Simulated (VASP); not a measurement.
# SrTiO3 (Tausonite) (Pm-3m) in VASP: further runs

The runs below take SrTiO3 (Tausonite) through band structure, phonons, dielectric tensor, with PBE-EpsX, PBE.

Everything below comes from runs of VASP 6.6.1. Logs are shortened: lines on timing, memory, paths and dates and some standing lists are left out, and cuts for length are marked.

## (1) The structure

It takes space group Pm-3m (No. 221, cubic). Conventional cell: a = 3.895 Å, b = 3.895 Å, c = 3.895 Å, α = 90.00°, β = 90.00°, γ = 90.00°. Around Sr (site symmetry m-3m) lie 12 O at 2.75 Å. Around Ti (site symmetry m-3m) lie 6 O at 1.95 Å. Around O (site symmetry 4/mmm) lie 2 Ti at 1.95 Å.

## (2) Band structure, PBE-EpsX

The input, POSCAR:

```
SrTiO3                                  
1.0
    3.8947475960      0.0000000000      0.0000000000
    0.0000000000      3.8947475960      0.0000000000
    0.0000000000      0.0000000000      3.8947475960
  Sr              Ti              O             
     1     1     3
Direct
     0.5000000000000000    0.5000000000000000    0.5000000000000000
     0.0000000000000000    0.0000000000000000    0.0000000000000000
     0.5000000000000000    0.0000000000000000    0.0000000000000000
     0.0000000000000000    0.5000000000000000    0.0000000000000000
     0.0000000000000000    0.0000000000000000    0.5000000000000000
```

The input, INCAR.step1:

```
SYSTEM = SrTiO3
PREC     = Accurate       ! precision mode
ENCUT    = 520            ! plane-wave cutoff, eV
EDIFF    = 1E-8           ! SCF threshold, eV
ISMEAR   = 0              ! smearing method
SIGMA    = 0.03           ! smearing width, eV
LREAL    = .FALSE.        ! projectors in reciprocal space
LASPH    = .TRUE.         ! aspherical terms in the spheres
NELM     = 80             ! most SCF steps
ALGO     = Normal         ! electronic algorithm
ISIF     = 2              ! what is computed and relaxed
LWAVE    = .FALSE.        ! write WAVECAR
LCHARG   = .FALSE.        ! write CHGCAR
LMAXMIX  = 4              ! l up to which the mixer works
KPAR     = 4            
GGA      = PE             ! functional
LEPSILON = .TRUE.         ! dielectric tensor by DFPT
```

The input, KPOINTS.step1:

```
Automatic mesh
0
G
  8 8 8
  0 0 0
```

The input, INCAR.step2:

```
SYSTEM = SrTiO3
PREC     = Accurate       ! precision mode
ENCUT    = 520            ! plane-wave cutoff, eV
EDIFF    = 1E-5           ! SCF threshold, eV
ISMEAR   = 0              ! smearing method
SIGMA    = 0.03           ! smearing width, eV
LREAL    = .FALSE.        ! projectors in reciprocal space
LASPH    = .TRUE.         ! aspherical terms in the spheres
NELM     = 80             ! most SCF steps
ALGO     = Normal         ! electronic algorithm
ISIF     = 2              ! what is computed and relaxed
LWAVE    = .TRUE.         ! write WAVECAR
LCHARG   = .FALSE.        ! write CHGCAR
LMAXMIX  = 4              ! l up to which the mixer works
NBANDS   = 28             ! bands
KPAR     = 4            
GGA      = PE             ! functional
```

The input, KPOINTS.step2:

```
Automatic mesh
0
G
  4 4 4
  0 0 0
```

The input, INCAR.step3:

```
SYSTEM = SrTiO3
PREC     = Accurate       ! precision mode
ENCUT    = 520            ! plane-wave cutoff, eV
EDIFF    = 1E-7           ! SCF threshold, eV
ISMEAR   = 0              ! smearing method
SIGMA    = 0.03           ! smearing width, eV
LREAL    = .FALSE.        ! projectors in reciprocal space
LASPH    = .TRUE.         ! aspherical terms in the spheres
NELM     = 80             ! most SCF steps
ALGO     = Normal         ! electronic algorithm
ISIF     = 2              ! what is computed and relaxed
LWAVE    = .FALSE.        ! write WAVECAR
LCHARG   = .FALSE.        ! write CHGCAR
LMAXMIX  = 4              ! l up to which the mixer works
GGA      = PE             ! functional
LHFCALC  = .TRUE.         ! exact exchange
AEXX     = 0.1596         ! exact-exchange fraction
PRECFOCK = Fast         
HFRCUT   = -1           
NBANDS   = 28             ! bands
KPAR     = 4            
ISTART   = 1
```

The input, KPOINTS.step3:

```
Automatic mesh
0
G
  4 4 4
  0 0 0
```

The input, KPOINTS_OPT:

```
explicit points
4
Reciprocal
 0.0000000000  0.0000000000  0.0000000000 1
 0.5000000000  0.5000000000  0.0000000000 1
 0.5000000000  0.5000000000  0.5000000000 1
 0.0000000000  0.5000000000  0.0000000000 1
```

Potentials or basis: VASP PAW PBE potentials, release 64 (Sr_sv, Ti_sv, O).

Run with:

```console
cat potpaw_PBE.64/Sr_sv/POTCAR potpaw_PBE.64/Ti_sv/POTCAR potpaw_PBE.64/O/POTCAR > POTCAR
cp INCAR.step1 INCAR
cp KPOINTS.step1 KPOINTS
mpirun -np 4 vasp_std > vasp.out
cp INCAR.step2 INCAR
cp KPOINTS.step2 KPOINTS
mpirun -np 4 vasp_std > vasp.out
cp INCAR.step3 INCAR
cp KPOINTS.step3 KPOINTS
mpirun -np 4 vasp_std > vasp.out
```

OUTCAR:

```text
SYSTEM = SrTiO3
   PREC = Accurate
   ENCUT = 520
   EDIFF = 1E-7
   ISMEAR = 0
   LREAL = .FALSE.
   LASPH = .TRUE.
   NELM = 80
   ISIF = 2
   GGA = PE
   LHFCALC = .TRUE.
   AEXX = 0.1596
   PRECFOCK = Fast
   ISTART = 1

 ion  position               nearest neighbor table
   1  0.500  0.500  0.500-   3 2.75   4 2.75   5 2.75   3 2.75   4 2.75   3 2.75   5 2.75   3 2.75
                             4 2.75   5 2.75   4 2.75   5 2.75   2 3.37   2 3.37   2 3.37   2 3.37
   2  0.000  0.000  0.000-   3 1.95   4 1.95   5 1.95   5 1.95   4 1.95   3 1.95   1 3.37   1 3.37
                             1 3.37   1 3.37   1 3.37   1 3.37   1 3.37   1 3.37
   3  0.500  0.000  0.000-   2 1.95   2 1.95   1 2.75   1 2.75   1 2.75   1 2.75
   4  0.000  0.500  0.000-   2 1.95   2 1.95   1 2.75   1 2.75   1 2.75   1 2.75
   5  0.000  0.000  0.500-   2 1.95   2 1.95   1 2.75   1 2.75   1 2.75   1 2.75

  LATTYP: Found a simple cubic cell.
 ALAT       =     3.8947475960

  Lattice vectors:

 A1 = (   3.8947475960,   0.0000000000,   0.0000000000)
 A2 = (   0.0000000000,   3.8947475960,   0.0000000000)
 A3 = (   0.0000000000,   0.0000000000,   3.8947475960)

Analysis of symmetry for initial positions (statically):
=====================================================================
 Subroutine PRICEL returns:
 Original cell was already a primitive cell.

 Routine SETGRP: Setting up the symmetry group for a
 simple cubic supercell.

 Subroutine GETGRP returns: Found 48 space group operations
 (whereof 48 operations were pure point group operations)
 out of a pool of 48 trial point group operations.

The static configuration has the point symmetry O_h .

Analysis of symmetry for dynamics (positions and initial velocities):
=====================================================================
 Subroutine PRICEL returns:
 Original cell was already a primitive cell.

 Routine SETGRP: Setting up the symmetry group for a
 simple cubic supercell.

 Subroutine GETGRP returns: Found 48 space group operations
 (whereof 48 operations were pure point group operations)
 out of a pool of 48 trial point group operations.

The dynamic configuration has the point symmetry O_h .

 Subroutine INISYM returns: Found 48 space group operations
 (whereof 48 operations are pure point group operations),
 and found     1 'primitive' translations

----------------------------------------------------------------------------------------

                                     Primitive cell

  volume of cell :      59.0797

  direct lattice vectors                    reciprocal lattice vectors
     3.894747596  0.000000000  0.000000000     0.256756048  0.000000000  0.000000000
     0.000000000  3.894747596  0.000000000     0.000000000  0.256756048  0.000000000
     0.000000000  0.000000000  3.894747596     0.000000000  0.000000000  0.256756048

  length of vectors
     3.894747596  3.894747596  3.894747596     0.256756048  0.256756048  0.256756048

  position of ions in fractional coordinates (direct lattice)
     0.500000000  0.500000000  0.500000000
     0.000000000  0.000000000  0.000000000
     0.500000000  0.000000000  0.000000000
     0.000000000  0.500000000  0.000000000
     0.000000000  0.000000000  0.500000000

  ion indices of the primitive-cell ions
   primitive index   ion index
                 1           1
                 2           2
                 3           3
                 4           4
                 5           5

----------------------------------------------------------------------------------------

 KPOINTS: Automatic mesh

Automatic generation of k-mesh.
 Grid dimensions read from file:
 generate k-points for:    4    4    4

 Generating k-lattice:

  Cartesian coordinates                     Fractional coordinates (reciprocal lattice)
     0.064189012  0.000000000  0.000000000     0.250000000  0.000000000  0.000000000
     0.000000000  0.064189012  0.000000000     0.000000000  0.250000000  0.000000000
     0.000000000  0.000000000  0.064189012     0.000000000  0.000000000  0.250000000

  Length of vectors
     0.064189012  0.064189012  0.064189012

  Shift w.r.t. Gamma in fractional coordinates (k-lattice)
     0.000000000  0.000000000  0.000000000

 Subroutine IBZKPT returns following result:
 ===========================================

 Found     10 irreducible k-points:

 Following reciprocal coordinates:
            Coordinates               Weight
  0.000000  0.000000  0.000000      1.000000
  0.250000  0.000000  0.000000      6.000000
  0.500000  0.000000  0.000000      3.000000
  0.250000  0.250000  0.000000     12.000000
  0.500000  0.250000  0.000000     12.000000
  0.500000  0.500000  0.000000      3.000000
  0.250000  0.250000  0.250000      8.000000
  0.500000  0.250000  0.250000     12.000000
  0.500000  0.500000  0.250000      6.000000
  0.500000  0.500000  0.500000      1.000000
   k-points           NKPTS =     10   k-points in BZ     NKDIM =     64   number of bands    NBANDS=     28
   number of dos      NEDOS =    301   number of ions     NIONS =      5
   total plane-waves  NPLWV =  27000
   dimension x,y,z NGX =    30 NGY =   30 NGZ =   30
   dimension x,y,z NGXF=    60 NGYF=   60 NGZF=   60
   ions per type =               1   1   3
   NGX,Y,Z   is equivalent  to a cutoff of  12.81, 12.81, 12.81 a.u.
   NGXF,Y,Z  is equivalent  to a cutoff of  25.61, 25.61, 25.61 a.u.
 SYSTEM =  SrTiO3
   PREC   = accura    normal or accurate (medium, high low for compatibility)
   ISTART =      1    job   : 0-new  1-cont  2-samecut
   ICHARG =      0    charge: 1-file 2-atom 10-const
   ISPIN  =      1    spin polarized calculation?
   LNONCOLLINEAR =      F non collinear calculations
   LSORBIT =      F    spin-orbit coupling
   LASPH  =      T    aspherical Exc in radial PAW
   ENCUT  =  520.0 eV  38.22 Ry    6.18 a.u.   7.24  7.24  7.24*2*pi/ulx,y,z
   NELM   =     80;   NELMIN=  2; NELMDL=  0     # of ELM steps
   EDIFF  = 0.1E-06   stopping-criterion for ELM
   LREAL  =      F    real-space projection
   EDIFFG = 0.1E-05   stopping-criterion for IOM
   NSW    =      0    number of steps for IOM
   IBRION =     -1    ionic relax: 0-MD 1-quasi-New 2-CG
   NFREE  =      0    steps in history (QN), initial steepest desc. (CG)
   ISIF   =      2    stress and relaxation
   ISYM   =      3    0-nonsym 1-usesym 2-fastsym
   POTIM  = 0.5000    time-step for ionic-motion
   TEBEG  =    0.0;   TEEND  =   0.0 temperature during run
   PSTRESS=    0.0 pullay stress
   NELECT =      40.0000    total number of electrons
   NUPDOWN=      -1.0000    fix difference up-down
   EMIN   =  10.00;   EMAX   =-10.00  energy-range for DOS
   EFERMI =   0.00;   METHOD = LEGACY
   ISMEAR =     0;   SIGMA  =   0.03  broadening in eV -4-tet -1-fermi 0-gaus
   EFERMI_NEDOS =   21; number of points for ismear=-14 and -15
   IALGO  =     38    algorithm
   IMIX   =      1    mixing-type and parameters
     AMIX     =   0.40;   BMIX     =  1.00
     AMIX_MAG =   1.60;   BMIX_MAG =  1.00
  volume/ion in A,a.u.               =      11.82        79.74
  Fermi-wavevector in a.u.,A,eV,Ry     =   1.437525  2.716529 28.116155  2.066479
  Thomas-Fermi vector in A             =   2.556593
   LORBIT       =      0    0 simple, 1 ext, 2 COOP (PROOUT), +10 PAW based schemes
   GGA     = PE    functional components
   LHFCALC =     T    Hartree Fock is set to
   PRECFOCK=fast      Normal, Fast or Accurate (Low or Medium for compatibility)
   ENCUT4O =  -1.0   cutoff for four orbital integrals eV
   NKREDX  =     1    reduce k-point grid by
   NKREDY  =     1    reduce k-point grid by
   NKREDZ  =     1    reduce k-point grid by
   AEXX    =    0.1596 exact exchange contribution
   HFSCREEN=    0.0000 screening length (either q_TF or 0.3 A-1)
   HFSCREENC=   0.0000 screening length for correlation (either q_TF or 0.3 A-1)
   ENCUTFOCK=  -1.0 apply spherical cutoff to Coloumb kernel
   IVDW    =     0    specifies the selected vdW correction
   LEPSILON=     F    determine dielectric tensor
   LRPA    =     F    only Hartree local field effects (RPA)
 non-spin polarized calculation
 Gauss-broadening in eV      SIGMA  =   0.03
  energy-cutoff  :      520.00
  volume of cell :       59.08
 maximum number of plane-waves:      1622
 NGX is ok and might be reduce to    30
  NGX = 16; NGY = 16; NGZ = 16

 number of electron      40.0000011 magnetization

 Free energy of the ion-electron system (eV)
  ---------------------------------------------------
  ext. energy  EPLUGINS =         0.00000000
  ---------------------------------------------------
  free energy    TOTEN  =       -47.18934651 eV

  energy without entropy =      -47.18934651  energy(sigma->0) =      -47.18934651

 E-fermi :   3.5153     XC(G=0):  -9.7692

 val. band max:        3.3446654746   @ k =   0.5000   0.5000   0.5000
 cond. band min:       6.5697329484   @ k =   0.0000   0.0000   0.0000
 fundamental gap:      3.2250674738
 Fermi energy:         3.5152739782

 k-point     1 :       0.0000    0.0000    0.0000
  band No.  band energies     occupation
      1     -55.9487      2.00000
      2     -31.1323      2.00000
      3     -31.1323      2.00000
      4     -31.1323      2.00000
      5     -30.6667      2.00000
      6     -15.2211      2.00000
[... 20 lines left out ...]
     27      10.2532      0.00000
     28      11.1194      0.00000

 k-point     2 :       0.2500    0.0000    0.0000
  band No.  band energies     occupation
      1     -55.9480      2.00000
      2     -31.1848      2.00000
      3     -31.1304      2.00000
      4     -31.1304      2.00000
      5     -30.6395      2.00000
      6     -15.2532      2.00000
[... 240 lines left out ...]
 k-point    10 :       0.5000    0.5000    0.5000
  band No.  band energies     occupation
      1     -55.9441      2.00000
      2     -31.2002      2.00000
      3     -31.2002      2.00000
      4     -31.2002      2.00000
      5     -30.5991      2.00000
      6     -13.7854      2.00000
[... 20 lines left out ...]
     27      13.4894      0.00000
     28      13.4894      0.00000

------------------------ aborting loop because EDIFF is reached ----------------------------------------

  FORCE on cell =-STRESS in cart. coord.  units (eV):
  Direction    XX          YY          ZZ          XY          YZ          ZX
  --------------------------------------------------------------------------------------
  -------------------------------------------------------------------------------------
  Total        0.9818164      0.9818164      0.9818164      0.0000000      0.0000000     -0.0000000
  in kB       26.6258145     26.6258145     26.6258145      0.0000000      0.0000000     -0.0000000
  external PRESSURE =      26.6258145 kB  Pullay stress =       0.0000000 kB

 VOLUME and BASIS-vectors are now :
 -----------------------------------------------------------------------------
  energy-cutoff  :      520.00
  volume of cell :       59.08
      direct lattice vectors                 reciprocal lattice vectors
     3.894747596  0.000000000  0.000000000     0.256756048  0.000000000  0.000000000
     0.000000000  3.894747596  0.000000000     0.000000000  0.256756048  0.000000000
     0.000000000  0.000000000  3.894747596     0.000000000  0.000000000  0.256756048

 POSITION                                       TOTAL-FORCE (eV/Angst)
 -----------------------------------------------------------------------------------
      1.94737      1.94737      1.94737         0.000000      0.000000      0.000000
      0.00000      0.00000      0.00000         0.000000      0.000000      0.000000
      1.94737      0.00000      0.00000         0.000000      0.000000      0.000000
      0.00000      1.94737      0.00000         0.000000      0.000000      0.000000
      0.00000      0.00000      1.94737         0.000000      0.000000      0.000000
 -----------------------------------------------------------------------------------
    total drift:                                0.000001     -0.000001      0.000000

  FREE ENERGIE OF THE ION-ELECTRON SYSTEM (eV)
  ---------------------------------------------------
  free  energy   TOTEN  =       -47.1893465130 eV

  energy  without entropy=      -47.1893465130  energy(sigma->0) =      -47.18934651
```

Wall time 11 min (4 MPI ranks of AMD EPYC 9R45 (Zen 5), shared host); peak memory 0.43 GiB.

Results:

```yaml
Free_energy: -47.1893 eV
Pressure: 2.7 GPa
Band_gap_on_the_k_mesh: 3.23 eV, indirect (least direct gap 3.60 eV)
Band_gap_along_the_path: 3.23 eV, indirect (least direct gap 3.60 eV)
```

Levels at points of the mesh, in eV from the valence-band top:
```csv
k point,band 18,band 19,band 20,band 21,band 22,band 23
"(0.00, 0.00, 0.00)",-0.37,-0.37,-0.37,3.23,3.23,3.23
"(0.50, 0.00, 0.00)",-2.09,-0.78,-0.78,3.41,5.33,5.33
"(0.50, 0.50, 0.00)",-1.67,-1.67,-0.10,5.34,5.34,5.86
"(0.50, 0.50, 0.50)",0.00,0.00,0.00,6.10,6.10,6.10
```

Caveat: the PAW data sets were made with another functional, which shifts forces and pressure a little.

(Part 1 of 2 ends here.)
